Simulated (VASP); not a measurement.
Te2Mo:

```
Te Mo
1.0
     3.51820    0.00000    0.00000
    -1.75910    3.04685    0.00000
     0.00000    0.00000   13.97360
Te Mo
4 2
Direct
  0.66667 0.33333 0.37900
  0.33333 0.66667 0.87900
  0.66667 0.33333 0.12100
  0.33333 0.66667 0.62100
  0.66667 0.33333 0.75000
  0.33333 0.66667 0.25000
```

* Program: VASP 6.6.1
* Task: relaxation of cell and atoms
* Functional: PBE
* Potentials or basis: VASP PAW PBE potentials, release 54 (Te, Mo_sv)
* Cutoff: 600 eV
* k mesh: 9 × 9 × 2
* Occupations: fermi-dirac, width 0.05 eV
* Spin: no spin polarisation

At the start: pressure 2.9 GPa; volume 24.96 Å³/atom.

Q: How do energy, volume and symmetry change on relaxing?

A: Over 16 steps the energy falls by 14.0 meV/atom and the volume is 27.46 Å³/atom (+10.0 %); space group P6_3/mmc (No. 194, to 0.05 Å).

Step by step:
```tsv
step	energy change (eV)	largest force (eV/Å)	pressure (GPa)	volume (Å³)
1	0.0000	0.1878	2.93	149.79
2	0.0491	0.7943	-3.74	159.90
3	-0.0357	0.2308	0.13	153.71
4	-0.0434	0.1723	-0.03	154.70
5	-0.0490	0.0450	-0.14	156.88
6	-0.0548	0.0231	0.02	157.35
7	-0.0675	0.0498	0.23	158.75
8	-0.0748	0.1975	1.05	161.50
9	-0.0796	0.1256	0.72	162.53
10	-0.0839	0.0472	-0.11	165.13
11	-0.0839	0.0367	-0.09	164.98
12	-0.0830	0.0459	0.30	163.75
13	-0.0839	0.0270	-0.03	164.83
14	-0.0839	0.0307	-0.06	164.90
15	-0.0840	0.0196	-0.01	164.84
16	-0.0840	0.0091	0.04	164.78
```

Final structure:
```yaml
crystal:
  lattice:
    - [3.55424, 0.00000, 0.00000]
    - [-1.77712, 3.07806, 0.00000]
    - [0.00000, 0.00000, 15.06226]
  atoms:
    - { symbol: Te, position: [0.66667, 0.33333, 0.37019] }
    - { symbol: Te, position: [0.33333, 0.66667, 0.87019] }
    - { symbol: Te, position: [0.66667, 0.33333, 0.12981] }
    - { symbol: Te, position: [0.33333, 0.66667, 0.62981] }
    - { symbol: Mo, position: [0.66667, 0.33333, 0.75000] }
    - { symbol: Mo, position: [0.33333, 0.66667, 0.25000] }
```

Caveat: this functional lacks dispersion, which binds the layers, so the pressure and a relaxed spacing across them are unreliable; the volume moved by +10 % from the deposited cell, more than functionals usually miss.
